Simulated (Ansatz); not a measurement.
Runs of Ansatz 0.2.0 on HfN. Symmetry: Fm-3m, No. 225, cubic system. Conventional cell: a = 4.512 Å, b = 4.512 Å, c = 4.512 Å, α = 90.00°, β = 90.00°, γ = 90.00°. Around Hf (site symmetry m-3m) lie 6 N at 2.26 Å. N (site symmetry m-3m) has 6 Hf at 2.26 Å as nearest neighbours. 

```csv
task,level,potentials or basis,cell,k mesh,smearing,points for each segment of the path,mesh quality,gap on the mesh (eV),pressure (GPa),V0 of scaled cells (Å³/atom),relaxed volume (Å³/atom),B0 (GPa)
relaxation of cell and atoms,PBE+D3(BJ),Ansatz PAW,relaxed,10 × 10 × 10,fermi-dirac 0.05 eV,-,not flagged,-,0.0,-,11.52,-
band structure,LDA,Ansatz PAW,as given,10 × 10 × 10,fermi-dirac 0.05 eV,14,not flagged,none,-8.3,-,-,-
relaxation of cell and atoms,revPBE+D3(BJ),Ansatz PAW,relaxed,10 × 10 × 10,fermi-dirac 0.05 eV,-,not flagged,-,0.0,-,(c),-
relaxation of cell and atoms,BLYP+D4,Ansatz PAW,relaxed,10 × 10 × 10,fermi-dirac 0.05 eV,-,not flagged,none,0.0,-,11.73,-
single point,PBE0,Ansatz PAW,as given,8 × 8 × 8,fermi-dirac 0.05 eV,-,not flagged,none,-,-,-,-
equation of state,PBE,Ansatz PAW soft_1,as given,10 × 10 × 10,fermi-dirac 0.05 eV,-,not flagged,-,-,11.76,-,263
band structure,HSEsol,Ansatz PAW,as given,5 × 5 × 5,fermi-dirac 0.05 eV,4,coarse,none,-,-,-,-
density of states,HSE06+D4,Ansatz PAW,as given,5 × 5 × 5,methfessel-paxton 0.1 eV,-,coarse,none,-,-,-,-
single point,PBE,Ansatz PAW,as given,10 × 10 × 10,gaussian 0.011 eV,-,not flagged,none,6.6,-,-,-
equation of state,PBE0,Ansatz PAW,as given,6 × 6 × 6,fermi-dirac 0.05 eV,-,coarse,-,-,11.54,-,(a)
relaxation of cell and atoms,PBEsol0,Ansatz PAW,relaxed,5 × 5 × 5,fermi-dirac 0.05 eV,-,coarse,none,-,-,(b),-
single point,PBE,Ansatz PAW,as given,10 × 10 × 10,gaussian 0.026 eV,-,not flagged,none,6.6,-,-,-
```

Alike in all rows: no spin polarisation; cutoff (eV) 420.

Fill in the values left out.

(a) 287; (b) 11.31; (c) 11.46.

Caveats: some runs use coarse meshes; the PAW data sets come from PBE, with cores solved anew for the run's functional, which leaves a small shift of forces and pressure (some runs); the plane-wave basis is chosen anew once the cell has moved, so the energies of steps on either side of that aren't comparable (some runs); the potentials were made for another functional, which shifts forces and pressure (some runs); pairwise dispersion overbinds metals, which lowers pressure and volume (some runs).

A k mesh can miss the band edges, and the runs leave out spin-orbit coupling on Hf.

A gap of «none» marks a metal or a gap under the smearing width.

Not every run made on this cell is shown here.
